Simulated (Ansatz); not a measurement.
Crystal: SnTe.

```
Te Sn
1.0
     0.00000    3.15085    3.15085
     3.15085    0.00000    3.15085
     3.15085    3.15085    0.00000
Te Sn
1 1
Direct
  0.50000 0.50000 0.50000
  0.00000 0.00000 0.00000
```

| Quantity | Value |
| --- | --- |
| Program | Ansatz 0.2.0 |
| Task | relaxation of cell and atoms |
| Functional | exchange-only PBE |
| Potentials or basis | Ansatz PAW |
| Cutoff | 420 eV (not typed: the program's choice for these potentials) |
| k mesh | 7 × 7 × 7 |
| Occupations | fermi-dirac, width 0.05 eV |
| Spin | no spin polarisation |

At the start: volume 31.28 Å³/atom.

Question: How do energy, volume and symmetry change on relaxing?

Answer: It ends after 6 steps and the volume is 40.80 Å³/atom (+30.4 %); space group Fm-3m (No. 225, to 0.05 Å).

Step by step:
```
step  energy change (eV)  largest force (eV/Å)  volume (Å³)
   1              0.0000                0.0000        62.56
   2             -0.4259                0.0000        72.17
   3             -0.5174                0.0000        78.44
   4             -0.5270                0.0000        81.10
   5             -0.5271                0.0000        81.60
   6             -0.5301                0.0000        81.60
```

Final structure:
```
Te Sn
1.0
     0.00000    3.44262    3.44262
     3.44262    0.00000    3.44262
     3.44262    3.44262    0.00000
Te Sn
1 1
Direct
  0.50000 0.50000 0.50000
  0.00000 0.00000 0.00000
```

Caveat: the volume moved by over 15 % at a fixed basis, so the end points are rough; the plane-wave basis is chosen anew once the cell has moved, so the energies of steps on either side of that aren't comparable; the volume moved by +30 % from the deposited cell, more than functionals usually miss; the PAW data sets come from PBE, with cores solved anew for the run's functional, which leaves a small shift of forces and pressure.
